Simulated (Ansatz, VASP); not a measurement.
# Ag in VASP and in Ansatz

The input INCAR:

```
PREC = Accurate
ENCUT = 520
EDIFF = 1E-6
ISMEAR = -1
SIGMA = 0.1
LREAL = False
LASPH = True
NELM = 150
ALGO = Normal
ISIF = 2
LWAVE = False
LCHARG = False
MAGMOM = 0 0 0
LORBIT = 11
LSORBIT = True
GGA_COMPAT = False
LORBMOM = True
LMAXMIX = 4
GGA = PS
NBANDS = 22
```

KPOINTS

```
Automatic mesh
0
Gamma
  16 16 16
```

POSCAR

```
Ag
1.0
    0.0000000000      2.0271489574      2.0271489574
    2.0271489574      0.0000000000      2.0271489574
    2.0271489574      2.0271489574      0.0000000000
Ag
1
Direct
    0.0000000000      0.0000000000      0.0000000000
```

Input for Ansatz:

```yaml
crystal:
  lattice:
    - [0.0, 2.02714895742, 2.02714895742]
    - [2.02714895742, 0.0, 2.02714895742]
    - [2.02714895742, 2.02714895742, 0.0]
  atoms:
    - { symbol: Ag, position: [0.0, 0.0, 0.0] }
kpoints:
  mp_grid: { grid: [16, 16, 16] }
scf:
  occupations: { method: fermi_dirac, width: 0.1 }
hamiltonian:
  xc: pbesol
  pseudopotentials: { kind: all_electron, lapw: { basis_error: 0.001 } }
magnetization:
  noncollinear: true
  spin_orbit: true
output:
  forces: true
  stress: true
  eigenvalues: true
  eigenstates:
    nscf_kmesh: { grid: [18, 18, 18] }
    de_dk: true
    e_range: [-14, 14]
  optics:
    e_range: [0, 30]
    de: 0.2
    sigma: 0.15
    bands: { spectra_wanted_up_to: 30 }
    nscf_kmesh: { grid: [18, 18, 18] }
    drude_damping: 0.1
checkpoint:
  write: ck
  write_wavefunctions: false
```

Alike in both runs: task single point; functional PBEsol; k mesh 16 × 16 × 16; occupations fermi-dirac, width 0.1 eV; non-collinear spin, spin-orbit coupling.

|  | VASP | Ansatz |
| --- | --- | --- |
| version | VASP 6.6.1 | Ansatz 0.2.0 |
| potentials or method | VASP PAW PBE potentials, release 64 (Ag) | all-electron LAPW |
| plane-wave cutoff (eV) | 520 | see its input |

Ansatz gave:

* pressure (GPa): -0.2
* net moment per atom (μB): 0.00

Task: Which values does VASP return?

Result: Pressure (GPa): -0.3; net moment per atom (μB): 0.00.

Ansatz ran all-electron here, so the differences hold the error of VASP's frozen core and of both bases. Ansatz warned: «optics_on_partly_filled_bands».

Caveats: the PAW data sets were made with another functional, which shifts forces and pressure a little (VASP).
